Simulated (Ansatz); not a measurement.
# CdTe (F-43m) in Ansatz: equation of state

How stiff is CdTe in PBE, and what volume does it want? The cell is scaled to several volumes.

Program: Ansatz 0.2.0. These are calculated values, not measurements. Logs are shortened: lines on timing, memory, paths and dates and some standing lists are left out, and cuts for length are marked.

## Step 1: Starting point

Symmetry: F-43m, No. 216, cubic system. The conventional cell has a = 6.410 Å, b = 6.410 Å, c = 6.410 Å, α = 90.00°, β = 90.00°, γ = 90.00°. Around Te (site symmetry -43m) lie 4 Cd at 2.78 Å. Cd (site symmetry -43m) is surrounded by 4 Te at 2.78 Å.

## Step 2: Single point, PBE, 30.95 Å³/atom (volume scaled by 0.94)

input.yaml

```yaml
crystal:
  lattice:
    - [0.0, 3.1395734784, 3.1395734784]
    - [3.1395734784, 0.0, 3.1395734784]
    - [3.1395734784, 3.1395734784, 0.0]
  atoms:
    - { symbol: Te, position: [0.75, 0.75, 0.75] }
    - { symbol: Cd, position: [0.0, 0.0, 0.0] }
hamiltonian:
  xc: pbe
  pseudopotentials: { kind: paw }
kpoints:
  mp_grid: { grid: [7, 7, 7] }
scf:
  occupations: { method: fermi_dirac, width: 0.05 }
output:
  forces: true
  stress: true
  eigenvalues: true
  write_density: true
  write_potential: true
  elf: true
  volumetric_format: npy
```

Potentials or basis: Ansatz PAW.

Started as:

```sh
$ ansatz run input.yaml --threads 1 --pin off --max-ram 2560MiB --backend cpu --events-out ev --progress --plain --runs-dir out
```

Standard output:

```text
Warning: RAYON_NUM_THREADS=1 ignored (pool sized by the plan → 1); use --threads N
Engine: ansatz 0.2.0, aarch64-unknown-linux-gnu
Pseudopotentials: kind: paw
Pseudopotential: Te, paw, valence charge 16, recommended cutoff 420 eV (normal), Te.paw.azcp
Pseudopotential: Cd, paw, valence charge 20, recommended cutoff 420 eV (normal), Cd.paw.azcp
Functional definition: PBE
  parameter kappa = 0.804
  parameter beta = 0.06672455060314922
  exchange = pbe_x(kappa = kappa, mu = beta*pi^2/3)
  correlation = pbe_c(beta = beta)
Crystal: 2 atoms, lattice volume = 61.893 Å³
Basis set: ecut = 420 eV, 1243 PW (Γ), exchange–correlation on 60×60×60 points (8 copies of the dense FFT grid, shifted against one another)
Bands: 22, of which v1, the nominal top of the filled ones, is band 18 counted from 1 (17 counted from 0)
Symmetry: 24 space group operations
Space group: F-43m (ITA 216), of the structure as read, at distance tolerance 4.0e-5 Å
k-points: 20 of 343 (time reversal used)
Non-local potential: Te, projectors of the file, l = 0: 2, l = 1: 2, l = 2: 2, l = 3: 2
Non-local potential: Cd, projectors of the file, l = 0: 3, l = 1: 2, l = 2: 2, l = 3: 1
PAW form: soft (Blöchl's): semilocal exchange-correlation on the pseudo side does not see the compensation charge
PAW one-centre angular grid: Te, 590 points (default); XC on 64 Gauss nodes
PAW one-centre angular grid: Cd, 590 points (default); XC on 64 Gauss nodes
Initial density: superposition of atomic densities (neutral atoms: chi_scale 0, normalization atom), corrected by the library's trained network
Initial wavefunctions: pseudopotential atomic-orbital guess
Functional: x = pbe(κ = 0.804, μ = 0.2195149727645171), c = pbe(β = 0.06672455060314922)
SCF iter   1: F=—  HF=-15235.108154 eV  |F-HF|=—  |Δ(HF+E_count)|=         —  Δρ=1.27e-3  dr2=2.16e-3  ethr=1.77e-3  ⟨swp⟩=6.0  Hψ=2090  notcnv=0
preconditioner: auto → none  [insulator: Δε(μ)=1.051 eV  Ē_g=11.830 eV  σ=0.050 eV  W_gap=1.00  n_scr=14 (ndim 8)  ℏωp=20.0 eV  f_vac=0.160  D(μ)=0.00/eV (n_scr^D=0)  ε∞_Penn≈3.9]
SCF iter   2: F=—  HF=-15235.107697 eV  |F-HF|=—  |Δ(HF+E_count)|=   4.57e-4  Δρ=5.22e-4  dr2=1.68e-4  ethr=6.00e-6  ⟨swp⟩=2.2  Hψ=795  notcnv=0
SCF iter   3: F=—  HF=-15235.107714 eV  |F-HF|=—  |Δ(HF+E_count)|=   1.67e-5  Δρ=1.93e-4  dr2=2.31e-5  ethr=4.66e-7  ⟨swp⟩=2.2  Hψ=784  notcnv=0
SCF iter   4: F=—  HF=-15235.107738 eV  |F-HF|=—  |Δ(HF+E_count)|=   2.38e-5  Δρ=6.38e-5  dr2=2.14e-6  ethr=6.40e-8  ⟨swp⟩=2.0  Hψ=615  notcnv=0
iter 5 did not close the SCF: its close was put off for the readings that it lacked (scf_convergence_deferred on its scf_iter line)
SCF iter   5: F=-15235.107744 eV  HF=-15235.107744 eV  |F-HF|=2.30e-7  |Δ(HF+E_count)|=   6.28e-6  Δρ=1.32e-5  dr2=7.17e-8  ethr=5.95e-9  ⟨swp⟩=2.0  Hψ=620  notcnv=0
SCF iter   6: F=-15235.107744 eV  HF=-15235.107744 eV  |F-HF|=1.23e-9  |Δ(HF+E_count)|=   2.79e-7  Δρ=1.68e-6  dr2=9.98e-10  ethr=1.99e-10  ⟨swp⟩=7.4  Hψ=2837  notcnv=0
SCF 1 converged in 6 iterations: F = -15235.107744 eV  dr2 = 9.98e-10
SCF converged after 6 iterations
Free energy (F): -15235.107744 eV
Harris-Foulkes:  -15235.107744 eV  (|F-HF|=1.23e-9)
Internal energy: -15235.107744 eV  (E = F + TS)
E sigma→0 (E₀):  -15235.107744 eV
Entropy (-TS):   -0.000000 eV (-0.000 meV/atom)
Fermi energy:    9.447983 eV
--- Per-component energies (eV) ---
  E_band       = -749.071002
  E_kinetic    = 687.941536
  E_local      = -5209.555691  (includes V_loc(G=0)·N_el)
  E_nonlocal   = -276.835225
  E_hartree    = 2648.440214
  E_xc         = -302.398717
  E_vxc        = -327.667870  (∫ρ·V_xc dr)
  E_paw        = -8745.540270  (= ΣΔE_a)
  E_vpaw       = -919.835530  (= ΣTr[D̂ρ^β])
  E_aug_tail   = -0.000156  (compensation charges beyond the density's cutoff)
  E_ewald      = -4037.159435
  E_smearing   = -0.000000  (= −TS)
  E_closure    = 0.000000  (closes the sum)
  Σ components = -15235.107744   (vs F -15235.107744, Δ=0.00e0)
--- Forces (eV/Å), atoms counted from 1 ---
  atom   1  Te     0.00000000     0.00000000     0.00000000
  atom   2  Cd    -0.00000000     0.00000000     0.00000000
  max |Σ_I F_I| component: 1.02e-16 eV/Å
--- Stress (GPa, compression-positive) ---
        8.085458       0.000000       0.000000
       -0.000000       8.085458       0.000000
       -0.000000       0.000000       8.085458
  P = ⅓ Tr σ = 8.0855 GPa (80.855 kbar)
--- Band table (eV; the first three rows and the last of 20) ---
  k-point 0: bands = ["-93.5007", "-54.5649", "-54.5649", "-54.5649", "-27.3707", "-27.3707", "-27.3707", "-27.3586", "-27.3586", "-2.8804", "0.2319", "0.2319", "0.2319", "0.5705", "0.5705", "8.8865", "8.8865", "8.8865", "9.9504", "13.4262", "13.4262", "13.4262"]
  k-point 1: bands = ["-93.5007", "-54.5649", "-54.5649", "-54.5649", "-27.3707", "-27.3706", "-27.3706", "-27.3585", "-27.3585", "-2.7877", "0.2505", "0.2505", "0.2975", "0.5688", "0.5688", "7.3495", "8.6738", "8.6738", "10.8834", "13.5347", "13.7287", "13.7287"]
  k-point 2: bands = ["-93.5007", "-54.5650", "-54.5649", "-54.5649", "-27.3708", "-27.3704", "-27.3704", "-27.3584", "-27.3584", "-2.5779", "0.2877", "0.2877", "0.5371", "0.5708", "0.5708", "5.4544", "8.2718", "8.2718", "10.9925", "14.0849", "14.0849", "14.8488"]
  k-point 19: bands = ["-93.5007", "-54.5650", "-54.5650", "-54.5649", "-27.3709", "-27.3705", "-27.3699", "-27.3585", "-27.3581", "-2.2526", "0.3788", "0.4001", "0.5282", "0.5717", "1.2630", "4.2367", "5.9308", "6.7266", "12.6394", "13.8433", "14.9215", "15.6579"]
```

Run time: 3.4 s. Hardware: 1 thread of Arm Neoverse V2, shared host; peak memory 0.3 GiB.

Results:

| Quantity | Value |
| --- | --- |
| Free energy | -15235.1077 eV |
| Pressure | 8.1 GPa |
| Band gap on the k mesh | 1.06 eV, direct |

Caveat: odd divisions of the mesh miss points on the zone boundary, where band edges often lie, so the gap on the mesh can be too wide; spin-orbit coupling is left out, which moves the levels of the heavy elements.

## Step 3: Single point, PBE, 31.60 Å³/atom (volume scaled by 0.96)

input.yaml: that of step 2 with these lines changed.

```diff
@@ -2,5 +2,5 @@
   lattice:
-    - [0.0, 3.1395734784, 3.1395734784]
-    - [3.1395734784, 0.0, 3.1395734784]
-    - [3.1395734784, 3.1395734784, 0.0]
+    - [0.0, 3.1616838793, 3.1616838793]
+    - [3.1616838793, 0.0, 3.1616838793]
+    - [3.1616838793, 3.1616838793, 0.0]
   atoms:
```

Potentials or basis: Ansatz PAW.

Started as:

```sh
$ ansatz run input.yaml --threads 1 --pin off --max-ram 2560MiB --backend cpu --events-out ev --progress --plain --runs-dir out
```

Standard output:

```text
Warning: RAYON_NUM_THREADS=1 ignored (pool sized by the plan → 1); use --threads N
[... 9 set-up lines as earlier in the session ...]
Crystal: 2 atoms, lattice volume = 63.210 Å³
[... 40 lines left out ...]
  E_aug_tail   = -0.000180  (compensation charges beyond the density's cutoff)
  E_ewald      = -4008.926627
  E_smearing   = -0.000001  (= −TS)
  E_closure    = -0.000000  (closes the sum)
  Σ components = -15235.168283   (vs F -15235.168283, Δ=0.00e0)
--- Forces (eV/Å), atoms counted from 1 ---
  atom   1  Te     0.00000000    -0.00000000     0.00000000
  atom   2  Cd    -0.00000000     0.00000000     0.00000000
  max |Σ_I F_I| component: 1.02e-16 eV/Å
--- Stress (GPa, compression-positive) ---
        6.664703       0.000000      -0.000000
        0.000000       6.664703       0.000000
       -0.000000       0.000000       6.664703
  P = ⅓ Tr σ = 6.6647 GPa (66.647 kbar)
--- Band table (eV; the first three rows and the last of 20) ---
  k-point 0: bands = ["-93.7628", "-54.8266", "-54.8266", "-54.8266", "-27.6429", "-27.6429", "-27.6429", "-27.6318", "-27.6318", "-3.0699", "-0.0053", "-0.0053", "-0.0053", "0.3149", "0.3149", "8.5563", "8.5563", "8.5563", "9.5550", "13.1167", "13.1167", "13.1167"]
  k-point 1: bands = ["-93.7628", "-54.8266", "-54.8266", "-54.8266", "-27.6429", "-27.6428", "-27.6428", "-27.6318", "-27.6318", "-2.9813", "0.0122", "0.0122", "0.0592", "0.3133", "0.3133", "7.0427", "8.3529", "8.3529", "10.5000", "13.2034", "13.4105", "13.4105"]
  k-point 2: bands = ["-93.7628", "-54.8266", "-54.8266", "-54.8266", "-27.6430", "-27.6427", "-27.6427", "-27.6317", "-27.6317", "-2.7810", "0.0474", "0.0474", "0.2911", "0.3152", "0.3152", "5.1994", "7.9665", "7.9665", "10.6362", "13.7619", "13.7619", "14.4701"]
  k-point 19: bands = ["-93.7628", "-54.8267", "-54.8266", "-54.8266", "-27.6431", "-27.6427", "-27.6421", "-27.6317", "-27.6313", "-2.4701", "0.1344", "0.1536", "0.2753", "0.3167", "0.9732", "4.0189", "5.7061", "6.4778", "12.3038", "13.4781", "14.5674", "15.3232"]
```

Wall time 3.4 s (1 thread of Arm Neoverse V2, shared host); peak memory 0.31 GiB.

What came out:

- Free energy: -15235.1683 eV
- Pressure: 6.7 GPa
- Band gap on the k mesh: 1.00 eV, direct

Caveat: odd divisions of the mesh miss points on the zone boundary, where band edges often lie, so the gap on the mesh can be too wide; spin-orbit coupling is left out, which moves the levels of the heavy elements.

## Step 4: Single point, PBE, 32.26 Å³/atom (volume scaled by 0.98)

input.yaml

```yaml
crystal:
  lattice:
    - [0.0, 3.1834892848, 3.1834892848]
    - [3.1834892848, 0.0, 3.1834892848]
    - [3.1834892848, 3.1834892848, 0.0]
  atoms:
    - { symbol: Te, position: [0.75, 0.75, 0.75] }
    - { symbol: Cd, position: [0.0, 0.0, 0.0] }
hamiltonian:
  xc: pbe
  pseudopotentials: { kind: paw }
kpoints:
  mp_grid: { grid: [7, 7, 7] }
scf:
  occupations: { method: fermi_dirac, width: 0.05 }
output:
  forces: true
  stress: true
  eigenvalues: true
```

Started as:

```sh
$ ansatz run input.yaml --threads 1 --pin off --max-ram 2560MiB --backend cpu --events-out ev --progress --plain --runs-dir out
```

Wall time 2.5 s (1 thread of Arm Neoverse V2, shared host); peak memory 0.31 GiB.

The run converged. Its results:

```
Free energy            : -15235.2177 eV
Pressure               : 5.4 GPa
Band gap on the k mesh : 0.93 eV, direct
```

Caveat: odd divisions of the mesh miss points on the zone boundary, where band edges often lie, so the gap on the mesh can be too wide; spin-orbit coupling is left out, which moves the levels of the heavy elements.

## Step 5: Single point, PBE, 32.92 Å³/atom

input.yaml: that of step 4 with these lines changed.

```diff
@@ -2,5 +2,5 @@
   lattice:
-    - [0.0, 3.1834892848, 3.1834892848]
-    - [3.1834892848, 0.0, 3.1834892848]
-    - [3.1834892848, 3.1834892848, 0.0]
+    - [0.0, 3.205, 3.205]
+    - [3.205, 0.0, 3.205]
+    - [3.205, 3.205, 0.0]
   atoms:
@@ -19 +19,5 @@
   eigenvalues: true
+  write_density: true
+  write_potential: true
+  elf: true
+  volumetric_format: npy
```

Started as:

```sh
$ ansatz run input.yaml --threads 1 --pin off --max-ram 2560MiB --backend cpu --events-out ev --progress --plain --runs-dir out
```

It took 3.5 s on 1 thread of Arm Neoverse V2, shared host; peak memory 0.32 GiB.

The run converged. Its results:

```yaml
Free_energy: -15235.2572 eV
Pressure: 4.2 GPa
Band_gap_on_the_k_mesh: 0.87 eV, direct
```

Caveat: odd divisions of the mesh miss points on the zone boundary, where band edges often lie, so the gap on the mesh can be too wide; spin-orbit coupling is left out, which moves the levels of the heavy elements.

## Step 6: Single point, PBE, 33.58 Å³/atom (volume scaled by 1.02)

input.yaml: that of step 5 with these lines changed.

```diff
@@ -2,5 +2,5 @@
   lattice:
-    - [0.0, 3.205, 3.205]
-    - [3.205, 0.0, 3.205]
-    - [3.205, 3.205, 0.0]
+    - [0.0, 3.2262257841, 3.2262257841]
+    - [3.2262257841, 0.0, 3.2262257841]
+    - [3.2262257841, 3.2262257841, 0.0]
   atoms:
```

Potentials or basis: Ansatz PAW.

Started as:

```sh
$ ansatz run input.yaml --threads 1 --pin off --max-ram 2560MiB --backend cpu --events-out ev --progress --plain --runs-dir out
```

Run time: 3.6 s. Hardware: 1 thread of Arm Neoverse V2, shared host; peak memory 0.32 GiB.

Results (log left out):

```
Free energy            : -15235.2878 eV
Pressure               : 3.2 GPa
Band gap on the k mesh : 0.81 eV, direct
```

Caveat: odd divisions of the mesh miss points on the zone boundary, where band edges often lie, so the gap on the mesh can be too wide; spin-orbit coupling is left out, which moves the levels of the heavy elements.

## Step 7: Single point, PBE, 34.24 Å³/atom (volume scaled by 1.04)

input.yaml

```yaml
crystal:
  lattice:
    - [0.0, 3.2471758892, 3.2471758892]
    - [3.2471758892, 0.0, 3.2471758892]
    - [3.2471758892, 3.2471758892, 0.0]
  atoms:
    - { symbol: Te, position: [0.75, 0.75, 0.75] }
    - { symbol: Cd, position: [0.0, 0.0, 0.0] }
hamiltonian:
  xc: pbe
  pseudopotentials: { kind: paw }
kpoints:
  mp_grid: { grid: [7, 7, 7] }
scf:
  occupations: { method: fermi_dirac, width: 0.05 }
output:
  forces: true
  stress: true
  eigenvalues: true
```

Started as:

```sh
$ ansatz run input.yaml --threads 1 --pin off --max-ram 2560MiB --backend cpu --events-out ev --progress --plain --runs-dir out
```

It took 2.8 s on 1 thread of Arm Neoverse V2, shared host; peak memory 0.31 GiB.

It converged, with:

```
Free energy            : -15235.3103 eV
Pressure               : 2.3 GPa
Band gap on the k mesh : 0.75 eV, direct
```

Caveat: odd divisions of the mesh miss points on the zone boundary, where band edges often lie, so the gap on the mesh can be too wide; spin-orbit coupling is left out, which moves the levels of the heavy elements.

## Step 8: Single point, PBE, 34.90 Å³/atom (volume scaled by 1.06)

input.yaml: that of step 7 with these lines changed.

```diff
@@ -2,5 +2,5 @@
   lattice:
-    - [0.0, 3.2471758892, 3.2471758892]
-    - [3.2471758892, 0.0, 3.2471758892]
-    - [3.2471758892, 3.2471758892, 0.0]
+    - [0.0, 3.2678590959, 3.2678590959]
+    - [3.2678590959, 0.0, 3.2678590959]
+    - [3.2678590959, 3.2678590959, 0.0]
   atoms:
@@ -19 +19,5 @@
   eigenvalues: true
+  write_density: true
+  write_potential: true
+  elf: true
+  volumetric_format: npy
```

Started as:

```sh
$ ansatz run input.yaml --threads 1 --pin off --max-ram 2560MiB --backend cpu --events-out ev --progress --plain --runs-dir out
```

It took 4 s on 1 thread of Arm Neoverse V2, shared host; peak memory 0.33 GiB.

It converged, with:

```yaml
Free_energy: -15235.3257 eV
Pressure: 1.5 GPa
Band_gap_on_the_k_mesh: 0.70 eV, direct
```

Caveat: odd divisions of the mesh miss points on the zone boundary, where band edges often lie, so the gap on the mesh can be too wide; spin-orbit coupling is left out, which moves the levels of the heavy elements.

## Step 9: Equation of state, PBE

Potentials or basis: Ansatz PAW.

No new run: the results of the series are fitted here.

What came out:

```
Equilibrium volume : 36.25 Å³/atom (rough: see the caveat)
Bulk modulus       : 35 GPa (rough)
```

Energy against volume, from the lowest point:
```csv
volume (Å³/atom),energy (meV/atom)
30.947,108.96
31.605,78.69
32.263,53.96
32.922,34.21
33.580,18.92
34.239,7.67
34.897,0.00
```

Caveat: the minimum lies outside the volumes run. The run has no spin-orbit coupling, so splittings on Te are missing.
